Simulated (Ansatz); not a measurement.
Crystal: SnSe.

```xyz
8
Lattice="11.4200 0.0000 0.0000 0.0000 4.1900 0.0000 0.0000 0.0000 4.4600" Properties=species:S:1:pos:R:3 pbc="T T T"
Sn   10.0153    3.1425    4.0541
Sn    7.1147    1.0475    1.8241
Sn    4.3053    3.1425    2.6359
Sn    1.4047    1.0475    0.4059
Se    7.3431    3.1425    4.3886
Se    9.7869    1.0475    2.1586
Se    1.6331    3.1425    2.3014
Se    4.0769    1.0475    0.0714
```

| Item | Value |
| --- | --- |
| Program | Ansatz 0.2.0 |
| Task | relaxation of cell and atoms |
| Functional | PBEsol |
| Dispersion | D4 |
| Potentials or basis | Ansatz PAW |
| Cutoff | 420 eV (not typed: the program's choice for these potentials) |
| k mesh | 3 × 6 × 6 |
| Occupations | fermi-dirac, width 0.05 eV |
| Spin | no spin polarisation |

At the start: volume 26.68 Å³/atom.

Q: How do energy, volume and symmetry change on relaxing?

A: It ends after 9 steps and the volume is 24.96 Å³/atom (-6.4 %); space group Pnma (No. 62, to 0.05 Å).

Step by step:
| step | energy change (eV) | largest force (eV/Å) | volume (Å³) |
| --- | --- | --- | --- |
| 1 | 0.0000 | 0.2153 | 213.41 |
| 2 | -0.1009 | 0.1735 | 199.06 |
| 3 | -0.1248 | 0.0785 | 200.57 |
| 4 | -0.1271 | 0.0239 | 200.21 |
| 5 | -0.1280 | 0.0169 | 199.78 |
| 6 | -0.1284 | 0.0163 | 199.47 |
| 7 | -0.1286 | 0.0031 | 200.03 |
| 8 | -0.1287 | 0.0026 | 199.69 |
| 9 | -0.1263 | 0.0025 | 199.69 |

Final structure:
```
Sn Se
1.0
    11.29998    0.00000    0.00000
     0.00000    4.13052    0.00000
     0.00000    0.00000    4.27831
Sn Se
4 4
Direct
  0.88294 0.75000 0.91752
  0.61706 0.25000 0.41752
  0.38294 0.75000 0.58248
  0.11706 0.25000 0.08248
  0.64148 0.75000 0.97870
  0.85852 0.25000 0.47870
  0.14148 0.75000 0.52130
  0.35852 0.25000 0.02130
```

Caveat: the plane-wave basis is chosen anew once the cell has moved, so the energies of steps on either side of that aren't comparable; the PAW data sets come from PBE, with cores solved anew for the run's functional, which leaves a small shift of forces and pressure.
